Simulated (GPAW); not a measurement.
Cs2AgBiBr6 in GPAW: the effect of Hubbard term

Crystal: Cs2AgBiBr6.

```xyz
10
Lattice="0.0000 5.6161 5.6161 5.6161 0.0000 5.6161 5.6161 5.6161 0.0000" Properties=species:S:1:pos:R:3 pbc="T T T"
Bi    0.0000    0.0000    0.0000
Cs    8.4242    8.4242    8.4242
Cs    2.8081    2.8081    2.8081
Ag    5.6161    5.6161    5.6161
Br    5.6161    5.6161    8.4180
Br    5.6161    5.6161    2.8142
Br    2.8142    5.6161    5.6161
Br    5.6161    8.4180    5.6161
Br    8.4180    5.6161    5.6161
Br    5.6161    2.8142    5.6161
```

Alike in all runs:

```yaml
Program: GPAW 26.7.0
Task: dielectric tensor
Functional: PBE
Potentials_or_basis: GPAW PAW data sets (gpaw-data 1.2.1)
Cutoff: 400 eV
Basis: pw
k_mesh: 4 × 4 × 4
Occupations: fermi-dirac, width 0.001 eV
Spin: no spin polarisation
Response_ecut: 80 eV
Maxiter: 150
Response_k_mesh: 3 × 3 × 3
Response_bands: 126
Kernels: "[\"RPA\"]"
Coarser_k_mesh: 3 × 3 × 3
```

| Hubbard term | gap on the mesh (eV) | dielectric constant (mean) |
| --- | --- | --- |
| none | ? | ? |
| Ag d U = 2.0 eV | 1.42 | 4.50 |
| Ag d U = 4.0 eV | 1.58 | 4.32 |
| Ag d U = 6.0 eV | 1.73 | 4.18 |
| Ag d U = 8.0 eV | 1.85 | 4.07 |

What does the run with Hubbard term none give?

gap on the mesh 1.23 eV; dielectric constant 4.73 mean.

Worked out: A parabola through the other rows of the gap on the mesh, of slope 0.097 eV per eV there, extrapolates to 1.24 eV, against the run's 1.23. A parabola through the other rows of the dielectric constant, of slope -0.115  per eV there, extrapolates to 4.71 , against the run's 4.73.

Caveats: the long-wavelength limit can be off by several per cent where d states take part; spin-orbit coupling is left out, which as a rule narrows the gap of such compounds by several tenths of an eV; an odd mesh through Γ misses points on the zone boundary, where band edges often lie; response on these states lacks terms of the Hamiltonian (some runs).

A gap of «none» marks a metal or a gap under the smearing width.
